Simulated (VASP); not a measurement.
# PbSe (Clausthalite) (Fm-3m) in VASP: a series of runs

PbSe (Clausthalite) is run at these levels: LDA, PBEsol, PBE, r2SCAN; tasks: single point.

All numbers are computed with VASP 6.6.1; they aren't measurements. Logs are shortened: lines on timing, memory, paths and dates and some standing lists are left out, and cuts for length are marked.

**Experimental background.**

From a printed reference work, monograph, for a bulk crystal of PbSe: band gap 0.15 eV (direct) at 4.2 K; band gap 0.28 eV (direct) at 300 K.

How close the calculation comes is told below.

### 1 The cell of the first run

It takes space group Fm-3m (No. 225, cubic). The conventional cell has a = 6.042 Å, b = 6.042 Å, c = 6.042 Å, α = 90.00°, β = 90.00°, γ = 90.00°. Within 4.0 Å of Pb (site symmetry m-3m) lie 6 Se at 3.02 Å. Within 4.0 Å of Se (site symmetry m-3m) lie 6 Pb at 3.02 Å.

### 2 Single point, LDA

The input, INCAR:

```
PREC     = Accurate       # precision mode
ENCUT    = 520            # plane-wave cutoff, eV
EDIFF    = 1E-7           # SCF threshold, eV
ISMEAR   = -1             # smearing method
SIGMA    = 0.02           # smearing width, eV
LREAL    = False          # projectors in reciprocal space
LASPH    = True           # aspherical terms in the spheres
NELM     = 80             # most SCF steps
ALGO     = Normal         # electronic algorithm
ISIF     = 2              # what is computed and relaxed
LWAVE    = False          # write WAVECAR
LCHARG   = False          # write CHGCAR
GGA      = CA             # functional
NBANDS   = 17             # bands
```

The input, KPOINTS:

```
Automatic mesh
0
Gamma
  8 8 8
```

The input, POSCAR:

```
PbSe
1.0
    0.0000000000      3.0209057773      3.0209057773
    3.0209057773      0.0000000000      3.0209057773
    3.0209057773      3.0209057773      0.0000000000
Pb Se
1 1
Direct
    0.0000000000      0.0000000000      0.0000000000
    0.5000000000      0.5000000000      0.5000000000
```

Potentials or basis: VASP PAW LDA potentials, release 64 (Pb_d, Se).

On the command line:

```
$ cat potpaw_LDA.64/Pb_d/POTCAR potpaw_LDA.64/Se/POTCAR > POTCAR
$ mpirun -np 1 vasp_std > vasp.out
```

OUTCAR:

```text
PREC = Accurate
   ENCUT = 520
   EDIFF = 1E-7
   ISMEAR = -1
   LREAL = False
   LASPH = True
   NELM = 80
   ISIF = 2
   GGA = CA

 ion  position               nearest neighbor table
   1  0.000  0.000  0.000-   2 3.02   2 3.02   2 3.02   2 3.02   2 3.02   2 3.02
   2  0.500  0.500  0.500-   1 3.02   1 3.02   1 3.02   1 3.02   1 3.02   1 3.02

  LATTYP: Found a face centered cubic cell.
 ALAT       =     6.0418115546

  Lattice vectors:

 A1 = (   0.0000000000,   3.0209057773,   3.0209057773)
 A2 = (   3.0209057773,   0.0000000000,   3.0209057773)
 A3 = (   3.0209057773,   3.0209057773,   0.0000000000)

Analysis of symmetry for initial positions (statically):
=====================================================================
 Subroutine PRICEL returns:
 Original cell was already a primitive cell.

 Routine SETGRP: Setting up the symmetry group for a
 face centered cubic supercell.

 Subroutine GETGRP returns: Found 48 space group operations
 (whereof 48 operations were pure point group operations)
 out of a pool of 48 trial point group operations.

The static configuration has the point symmetry O_h .

Analysis of symmetry for dynamics (positions and initial velocities):
=====================================================================
 Subroutine PRICEL returns:
 Original cell was already a primitive cell.

 Routine SETGRP: Setting up the symmetry group for a
 face centered cubic supercell.

 Subroutine GETGRP returns: Found 48 space group operations
 (whereof 48 operations were pure point group operations)
 out of a pool of 48 trial point group operations.

The dynamic configuration has the point symmetry O_h .

 Subroutine INISYM returns: Found 48 space group operations
 (whereof 48 operations are pure point group operations),
 and found     1 'primitive' translations

----------------------------------------------------------------------------------------

                                     Primitive cell

  volume of cell :      55.1368

  direct lattice vectors                    reciprocal lattice vectors
     0.000000000  3.020905777  3.020905777    -0.165513272  0.165513272  0.165513272
     3.020905777  0.000000000  3.020905777     0.165513272 -0.165513272  0.165513272
     3.020905777  3.020905777  0.000000000     0.165513272  0.165513272 -0.165513272

  length of vectors
     4.272205921  4.272205921  4.272205921     0.286677397  0.286677397  0.286677397

[... 77 lines left out ...]
   LASPH  =      T    aspherical Exc in radial PAW
   ENCUT  =  520.0 eV  38.22 Ry    6.18 a.u.   7.94  7.94  7.94*2*pi/ulx,y,z
   NELM   =     80;   NELMIN=  2; NELMDL= -5     # of ELM steps
   EDIFF  = 0.1E-06   stopping-criterion for ELM
   LREAL  =      F    real-space projection
   EDIFFG = 0.1E-05   stopping-criterion for IOM
   NSW    =      0    number of steps for IOM
   IBRION =     -1    ionic relax: 0-MD 1-quasi-New 2-CG
   NFREE  =      0    steps in history (QN), initial steepest desc. (CG)
   ISIF   =      2    stress and relaxation
   ISYM   =      2    0-nonsym 1-usesym 2-fastsym
   POTIM  = 0.5000    time-step for ionic-motion
   TEBEG  =    0.0;   TEEND  =   0.0 temperature during run
   PSTRESS=    0.0 pullay stress
   NELECT =      20.0000    total number of electrons
   NUPDOWN=      -1.0000    fix difference up-down
   EMIN   =  10.00;   EMAX   =-10.00  energy-range for DOS
   EFERMI =   0.00;   METHOD = LEGACY
   ISMEAR =    -1;   SIGMA  =   0.02  broadening in eV -4-tet -1-fermi 0-gaus
   EFERMI_NEDOS =   21; number of points for ismear=-14 and -15
   IALGO  =     38    algorithm
   IMIX   =      4    mixing-type and parameters
     AMIX     =   0.40;   BMIX     =  1.00
     AMIX_MAG =   1.60;   BMIX_MAG =  1.00
  volume/ion in A,a.u.               =      27.57       186.04
  Fermi-wavevector in a.u.,A,eV,Ry     =   1.167538  2.206327 18.546710  1.363145
  Thomas-Fermi vector in A             =   2.304037
   LORBIT       =      0    0 simple, 1 ext, 2 COOP (PROOUT), +10 PAW based schemes
   GGA     = CA    functional components
   LHFCALC =     F    Hartree Fock is set to
   AEXX    =    0.0000 exact exchange contribution
   IVDW    =     0    specifies the selected vdW correction
   LEPSILON=     F    determine dielectric tensor
   LRPA    =     F    only Hartree local field effects (RPA)
 non-spin polarized calculation
  energy-cutoff  :      520.00
  volume of cell :       55.14
 maximum number of plane-waves:      1524
   NGX = 15   NGY = 15   NGZ = 15

 number of electron      20.0000005 magnetization

 Free energy of the ion-electron system (eV)
  ---------------------------------------------------
  ext. energy  EPLUGINS =         0.00000000
  ---------------------------------------------------
  free energy    TOTEN  =        -9.45844331 eV

  energy without entropy =       -9.45804574  energy(sigma->0) =       -9.45824452

 E-fermi :   5.4615     XC(G=0): -10.0230

 val. band max:        5.4475456601   @ k =   0.5000   0.0000   0.0000
 cond. band min:       5.4753759621   @ k =   0.5000   0.0000   0.0000
 fundamental gap:      0.0278303020
 Fermi energy:         5.4614608112

 k-point     1 :       0.0000    0.0000    0.0000
  band No.  band energies     occupation
      1     -11.4439      2.00000
      2     -11.4439      2.00000
      3     -11.4397      2.00000
      4     -11.4397      2.00000
      5     -11.4397      2.00000
      6      -8.5462      2.00000
[... 457 lines left out ...]
      4     -11.4155      2.00000
      5     -11.3974      2.00000
      6      -7.1493      2.00000
[... 9 lines left out ...]
     16      16.2475      0.00000
     17      16.3110      0.00000

 [... further k-points ...]

------------------------ aborting loop because EDIFF is reached ----------------------------------------

  FORCE on cell =-STRESS in cart. coord.  units (eV):
  Direction    XX          YY          ZZ          XY          YZ          ZX
  --------------------------------------------------------------------------------------
  -------------------------------------------------------------------------------------
  Total        0.0210180      0.0210180      0.0210180      0.0000000      0.0000000     -0.0000000
  in kB        0.6107468      0.6107468      0.6107468      0.0000000      0.0000000     -0.0000000
  external PRESSURE =       0.6107468 kB  Pullay stress =       0.0000000 kB

 VOLUME and BASIS-vectors are now :
 -----------------------------------------------------------------------------
  energy-cutoff  :      520.00
  volume of cell :       55.14
      direct lattice vectors                 reciprocal lattice vectors
     0.000000000  3.020905777  3.020905777    -0.165513272  0.165513272  0.165513272
     3.020905777  0.000000000  3.020905777     0.165513272 -0.165513272  0.165513272
     3.020905777  3.020905777  0.000000000     0.165513272  0.165513272 -0.165513272

 POSITION                                       TOTAL-FORCE (eV/Angst)
 -----------------------------------------------------------------------------------
      0.00000      0.00000      0.00000        -0.000000      0.000000      0.000000
      3.02091      3.02091      3.02091         0.000000     -0.000000     -0.000000
 -----------------------------------------------------------------------------------
    total drift:                                0.000000     -0.000000     -0.000000

  FREE ENERGIE OF THE ION-ELECTRON SYSTEM (eV)
  ---------------------------------------------------
  free  energy   TOTEN  =        -9.4584433072 eV

  energy  without entropy=       -9.4580457375  energy(sigma->0) =       -9.45824452
```

OSZICAR:

```text
N       E                     dE             d eps       ncg     rms          rms(c)
DAV:   1     0.159623640798E+03    0.15962E+03   -0.96216E+03   994   0.122E+03
DAV:   2     0.185559683877E+01   -0.15777E+03   -0.15174E+03  1044   0.315E+02
DAV:   3    -0.946525450254E+01   -0.11321E+02   -0.11229E+02  1301   0.894E+01
DAV:   4    -0.971498147042E+01   -0.24973E+00   -0.24953E+00  1209   0.147E+01
DAV:   5    -0.972348644242E+01   -0.85050E-02   -0.85045E-02  1397   0.270E+00    0.289E+00
DAV:   6    -0.946974271119E+01    0.25374E+00   -0.62397E-01  1517   0.573E+00    0.169E+00
DAV:   7    -0.946015527299E+01    0.95874E-02   -0.90126E-02  1212   0.149E+00    0.876E-01
DAV:   8    -0.945879501903E+01    0.13603E-02   -0.90469E-03  1272   0.973E-01    0.114E-01
DAV:   9    -0.945844681470E+01    0.34820E-03   -0.23104E-03  1507   0.419E-01    0.402E-02
DAV:  10    -0.945844277904E+01    0.40357E-05   -0.15308E-04  1181   0.734E-02    0.122E-02
DAV:  11    -0.945844359863E+01   -0.81959E-06   -0.11550E-05  1380   0.268E-02    0.514E-03
DAV:  12    -0.945844330248E+01    0.29615E-06   -0.14991E-06  1323   0.176E-02    0.115E-03
DAV:  13    -0.945844330723E+01   -0.47498E-08   -0.11822E-07   852   0.298E-03
   1 F= -.94584433E+01 E0= -.94582445E+01  d E =-.397570E-03
```

Wall time 13 s (1 thread of AMD EPYC 9R45 (Zen 5), shared host); peak memory 0.14 GiB.

Results:

- Free energy: -9.4584 eV
- Pressure: 0.1 GPa
- Band gap on the k mesh: 0.03 eV, direct

Levels at points of the mesh, in eV from the valence-band top:
```
           k point  band 6  band 7  band 8  band 9  band 10  band 11  band 12  band 13  band 14  band 15
(0.00, 0.00, 0.00)  -13.99   -6.36   -2.09   -2.09    -2.09     4.65     4.65     4.65     6.35     6.35
(0.50, 0.00, 0.00)  -12.82   -9.13   -1.63   -1.63     0.00     0.03     1.48     1.48     8.43    10.08
(0.50, 0.50, 0.00)  -12.38   -7.56   -5.39   -3.53    -3.53     3.41     5.62     5.62     6.07    11.39
```

Caveat: spin-orbit coupling is left out, which moves the levels of the heavy elements.

### 3 Single point, PBEsol

This run uses another cell than the first one, of 28.41 Å³/atom, 1.030 times its volume.

The input, INCAR:

```
SYSTEM = PbSe
ALGO = Normal
EDIFF = 1E-6
ENCUT = 520
GGA = PS
ISIF = 2
ISMEAR = -1
LASPH = .True.
LCHARG = .False.
LREAL = .False.
LWAVE = .False.
NBANDS = 17
NELM = 80
PREC = Accurate
SIGMA = 0.02
```

The input, KPOINTS:

```
k-points
0
Gamma
  8 8 8
  0 0 0
```

The input, POSCAR:

```
PbSe
1.0
    0.0000000000      3.0512085345      3.0512085345
    3.0512085345      0.0000000000      3.0512085345
    3.0512085345      3.0512085345      0.0000000000
Pb Se
1 1
Direct
    0.0000000000      0.0000000000      0.0000000000
    0.5000000000      0.5000000000      0.5000000000
```

Potentials or basis: VASP PAW PBE potentials, release 64 (Pb_d, Se).

On the command line:

```
$ cat potpaw_PBE.64/Pb_d/POTCAR potpaw_PBE.64/Se/POTCAR > POTCAR
$ mpirun -np 1 vasp_std > vasp.out
```

Run time: 13 s. Hardware: 1 thread of AMD EPYC 9R45 (Zen 5), shared host; peak memory 0.16 GiB.

It converged, with:

```yaml
Free_energy: -8.9176 eV
Pressure: 0.0 GPa
Band_gap_on_the_k_mesh: 0.17 eV, direct
```

Levels at points of the mesh, in eV from the valence-band top:
| k point | band 6 | band 7 | band 8 | band 9 | band 10 | band 11 | band 12 | band 13 | band 14 | band 15 |
| --- | --- | --- | --- | --- | --- | --- | --- | --- | --- | --- |
| (0.00, 0.00, 0.00) | -13.69 | -6.32 | -1.92 | -1.92 | -1.92 | 4.69 | 4.69 | 4.69 | 6.42 | 6.42 |
| (0.50, 0.00, 0.00) | -12.59 | -8.90 | -1.50 | -1.50 | 0.00 | 0.17 | 1.62 | 1.62 | 8.42 | 10.11 |
| (0.50, 0.50, 0.00) | -12.20 | -7.43 | -5.11 | -3.31 | -3.31 | 3.53 | 5.61 | 5.61 | 6.04 | 11.31 |

Caveat: the PAW data sets were made with another functional, which shifts forces and pressure a little; spin-orbit coupling is left out, which moves the levels of the heavy elements.

### 4 Single point, PBE

This run uses another cell than the first one, of 30.04 Å³/atom, 1.090 times its volume.

The input, INCAR:

```
PREC = Accurate
ENCUT = 520
EDIFF = 1E-6
ISMEAR = -1
SIGMA = 0.02
LREAL = False
LASPH = True
NELM = 100
ALGO = Normal
ISIF = 2
LWAVE = False
LCHARG = False
GGA = PE
NBANDS = 17
```

The input, KPOINTS:

```
Automatic mesh
0
Gamma
  8 8 8
```

The input, POSCAR:

```
PbSe
1.0
    0.0000000000      3.1086957412      3.1086957412
    3.1086957412      0.0000000000      3.1086957412
    3.1086957412      3.1086957412      0.0000000000
Pb Se
1 1
Direct
    0.0000000000      0.0000000000      0.0000000000
    0.5000000000      0.5000000000      0.5000000000
```

On the command line:

```
$ cat potpaw_PBE.64/Pb_d/POTCAR potpaw_PBE.64/Se/POTCAR > POTCAR
$ mpirun -np 1 vasp_std > vasp.out
```

It took 19 s on 1 thread of AMD EPYC 9R45 (Zen 5), shared host; peak memory 0.18 GiB.

Results (log left out):

```yaml
Free_energy: -8.1988 eV
Pressure: 0.0 GPa
Band_gap_on_the_k_mesh: 0.44 eV, direct
```

Levels at points of the mesh, in eV from the valence-band top:
```
           k point  band 6  band 7  band 8  band 9  band 10  band 11  band 12  band 13  band 14  band 15
(0.00, 0.00, 0.00)  -13.18   -6.34   -1.64   -1.64    -1.64     4.64     4.64     4.64     6.65     6.65
(0.50, 0.00, 0.00)  -12.22   -8.52   -1.26   -1.26     0.00     0.44     1.83     1.83     8.53    10.10
(0.50, 0.50, 0.00)  -11.91   -7.28   -4.57   -2.91    -2.91     3.92     5.47     5.47     5.88    11.23
```

Caveat: spin-orbit coupling is left out, which moves the levels of the heavy elements.

### 5 Single point, r2SCAN

This run uses another cell than the first one, of 27.72 Å³/atom, 1.005 times its volume.

The input, POSCAR:

```
PbSe
1.0
    0.0000000000      3.0263109600      3.0263109600
    3.0263109600      0.0000000000      3.0263109600
    3.0263109600      3.0263109600      0.0000000000
Pb Se
1 1
Direct
    0.0000000000      0.0000000000      0.0000000000
    0.5000000000      0.5000000000      0.5000000000
```

The input, INCAR.step1:

```
  PREC = Accurate
  ENCUT = 520
  ISMEAR = -1
  SIGMA = 0.02
  LREAL = False
  LASPH = True
  NELM = 60
  NBANDS = 17
  GGA = PE
  ALGO = Normal
  EDIFF = 1E-4
  LWAVE = True
  LCHARG = False
```

The input, INCAR.step2:

```
  PREC = Accurate
  ENCUT = 520
  EDIFF = 1E-6
  ISMEAR = -1
  SIGMA = 0.02
  LREAL = False
  LASPH = True
  NELM = 60
  ALGO = Normal
  ISIF = 2
  LWAVE = False
  LCHARG = True
  METAGGA = R2SCAN
  LMIXTAU = True
  LELF = True
  LVHAR = True
  NBANDS = 17
  ISTART = 1
```

KPOINTS is that of step 4.

On the command line:

```
$ cat potpaw_PBE.64/Pb_d/POTCAR potpaw_PBE.64/Se/POTCAR > POTCAR
$ cp INCAR.step1 INCAR
$ mpirun -np 1 vasp_std > vasp.out
$ cp INCAR.step2 INCAR
$ mpirun -np 1 vasp_std > vasp.out
```

Wall time 61 s (1 thread of AMD EPYC 9R45 (Zen 5), shared host); peak memory 0.17 GiB.

It converged, with:

- Free energy: -71.9007 eV
- Pressure: 3.6 GPa
- Band gap on the k mesh: 0.45 eV, direct

Levels at points of the mesh, in eV from the valence-band top:
| k point | band 8 | band 9 | band 10 | band 11 | band 12 | band 13 |
| --- | --- | --- | --- | --- | --- | --- |
| (0.00, 0.00, 0.00) | -2.24 | -2.24 | -2.24 | 5.07 | 5.07 | 5.07 |
| (0.50, 0.00, 0.00) | -1.79 | -1.79 | 0.00 | 0.45 | 1.79 | 1.79 |
| (0.50, 0.50, 0.00) | -5.50 | -3.67 | -3.67 | 3.83 | 6.09 | 6.09 |

Caveat: the PAW data sets were made with another functional, which shifts forces and pressure a little; spin-orbit coupling is left out, which moves the levels of the heavy elements.

### 6 The runs side by side

| level | potentials or basis | cell | gap on the mesh (eV) | pressure (GPa) |
| --- | --- | --- | --- | --- |
| LDA | VASP PAW LDA potentials, release 64 (Pb_d, Se) | a = 4.272 Å, angles 60.0°, 2 atoms | 0.03 | 0.1 |
| PBEsol | VASP PAW PBE potentials, release 64 (Pb_d, Se) | a = 4.315 Å, angles 60.0°, 2 atoms | 0.17 | 0.0 |
| PBE | VASP PAW PBE potentials, release 64 (Pb_d, Se) | a = 4.396 Å, angles 60.0°, 2 atoms | 0.44 | 0.0 |
| r2SCAN | VASP PAW PBE potentials, release 64 (Pb_d, Se) | a = 4.280 Å, angles 60.0°, 2 atoms | 0.45 | 3.6 |

Alike in all rows: task single point; no spin polarisation; k mesh 8 × 8 × 8; cutoff (eV) 520; smearing fermi-dirac 0.02 eV.

Caveats: spin-orbit coupling is left out, which moves the levels of the heavy elements; the PAW data sets were made with another functional, which shifts forces and pressure a little (some runs).

Total energies depend on the potentials used, so only differences within one code and one set of settings carry meaning.

### 7 Comparison with measurements

Step 2. Measured gap of PbSe: 0.15 eV (direct; 4.2 K; a printed reference work, monograph). This calculation gives 0.03 eV (-0.12 eV). 2 values of this kind are on record (0.15 to 0.28 eV); this one was drawn at random. Spin-orbit coupling on Pb, Se is left out. The value is that of LDA on a finite k mesh, which can miss the band edges, without temperature or zero-point motion. Semilocal functionals fall short of measured gaps as a rule.

Step 3. Against the measured gap of PbSe, 0.28 eV (direct; 300 K; a printed reference work, monograph), the calculated 0.17 eV is off by -0.11 eV. 2 values of this kind are on record (0.15 to 0.28 eV); this one was drawn at random. Spin-orbit coupling on Pb, Se is left out. The value is that of PBEsol on a finite k mesh, which can miss the band edges, without temperature or zero-point motion. Semilocal functionals fall short of measured gaps as a rule.

Step 4. A measured gap of PbSe is 0.15 eV (direct; 4.2 K; a printed reference work, monograph); the calculated 0.44 eV misses it by +0.29 eV. 2 values of this kind are on record (0.15 to 0.28 eV); this one was drawn at random. Spin-orbit coupling on Pb, Se is left out. The value is that of PBE on a finite k mesh, which can miss the band edges, without temperature or zero-point motion.
